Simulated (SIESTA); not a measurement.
## PbSe (Clausthalite) under changes of volume

One of the cells (28.671 Å³/atom); the others are scaled copies at fixed shape and fractional positions:

```
CELL_PARAMETERS angstrom
0.00000 3.06065 3.06065
3.06065 0.00000 3.06065
3.06065 3.06065 0.00000
ATOMIC_POSITIONS crystal
Pb 0.00000 0.00000 0.00000
Se 0.50000 0.50000 0.50000
```

* Program: SIESTA 5.4.2
* Functional: PBE
* Potentials or basis: SG15 1.2 (PBE files) or PseudoDojo by element
* Basis: DZP (energy shift 0.003 Ry; two zetas on semicore shells)
* Grid cutoff: 500 Ry
* Energy shift: 0.003 Ry
* k mesh: 8 × 8 × 8
* Occupations: fermi-dirac, width 0.05 eV
* Spin: no spin polarisation

```tsv
volume (Å³/atom)	energy over the lowest point (meV/atom)	pressure (GPa)	gap on the mesh (eV)
26.951	69.75	7.2	0.12
27.524	46.68	5.7	0.19
28.097	?	?	?
28.671	15.65	3.1	0.34
29.244	6.71	1.9	0.40
29.818	1.66	0.9	0.46
30.391	0.00	0.0	0.51
```

Problem. What does the run at 28.097 Å³/atom give?

Solution. Energy over the lowest point 28.84 meV/atom; pressure 4.3 GPa; gap on the mesh 0.27 eV.

Worked out: A Birch-Murnaghan fit of order 3 (a polynomial in V^(-2/3)) to the other rows has its minimum at 30.39 Å³/atom, just outside them, with B0 = V·E''(V) = 46 GPa and B' = 4.4. It gives 28.82 meV/atom at 28.097 Å³/atom, against the run's 28.84, and -dE/dV = 4.3 GPa, against 4.3. A parabola through the other rows of the gap, of slope 3.46 eV per unit of ln V (its deformation potential) there, gives 0.27 eV, against the run's 0.27.

Energies are extrapolated to zero smearing.

Caveats: spin-orbit coupling is left out, which as a rule narrows the gap of such compounds by several tenths of an eV; the basis of atomic orbitals isn't converged, which shifts pressures, moduli and gaps.

A mesh can miss the band edges.
